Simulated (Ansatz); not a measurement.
# WS2: a faulty run and its cure

The input below was meant for crystalline WS2, with PBE, plane waves and PAW in Ansatz.

```yaml
crystal:
  lattice:
    - [3.1829541699, 0.0, 0.0]
    - [-1.591477085, 2.7565191702, 0.0]
    - [0.0, 0.0, 28.53221786]
  atoms:
    - { symbol: W, position: [0.6666666667, 0.3333333333, 0.65928643] }
    - { symbol: W, position: [0.3333333333, 0.6666666667, 0.88553378] }
    - { symbol: W, position: [0.3333333333, 0.6666666667, 0.43436168] }
    - { symbol: S, position: [0.6666666667, 0.3333333333, 0.94018573] }
    - { symbol: S, position: [0.6666666667, 0.3333333333, 0.48903042] }
    - { symbol: S, position: [0.3333333333, 0.6666666667, 0.71395221] }
    - { symbol: S, position: [0.6666666667, 0.3333333333, 0.83084828] }
    - { symbol: S, position: [0.6666666667, 0.3333333333, 0.37971025] }
    - { symbol: S, position: [0.3333333333, 0.6666666667, 0.60462521], spin: 2.0 }
basis:
  ecutwfc: 420
kpoints:
  mp_grid: { grid: [12, 12, 1] }
hamiltonian:
  xc: pbe
scf:
  occupations: { method: gaussian, width: 0.02 }
output:
  forces: true
  stress: true
  eigenvalues: true
  populations: true
magnetization:
  spin_polarized: false
```

Command:

```bash
ansatz run input.yaml --threads 2 --pin off --max-ram 5120MiB --backend cpu --events-out ev --progress --plain --runs-dir out
```

Output, shortened:

```text
Error: inconsistent input (magnetization.spin_polarized): false but per-atom `spin:`, `per_species`, `initial_magnetization`, `magnetic_field`, or `spin_locking` is set
```

Task: Why did this happen?

Result: The fault is starting moments without spin polarisation. Moments need two spin channels. The cure is the moments removed, as this run is meant to be without spin (a magnetic crystal would need spin polarisation switched on instead).

Fix:

```diff
 crystal:
   atoms:
-    - { symbol: S, position: [0.3333333333, 0.6666666667, 0.60462521], spin: 2.0 }
+    - { symbol: S, position: [0.33333333, 0.66666667, 0.60462521] }
-magnetization:
-  spin_polarized: false
```

With the mended input the run converges and gives a pressure of 1.24 GPa, a largest force of 0.266 eV/Å, a gap on the mesh of 1.34 eV.

The mended run took 25 s on 2 threads of Intel(R) Xeon(R) Processor @ 2.50GHz (Skylake/Cascade Lake), with other jobs on the host, peak memory 0.58 GiB.

This form isn't the usual stable structure of the compound.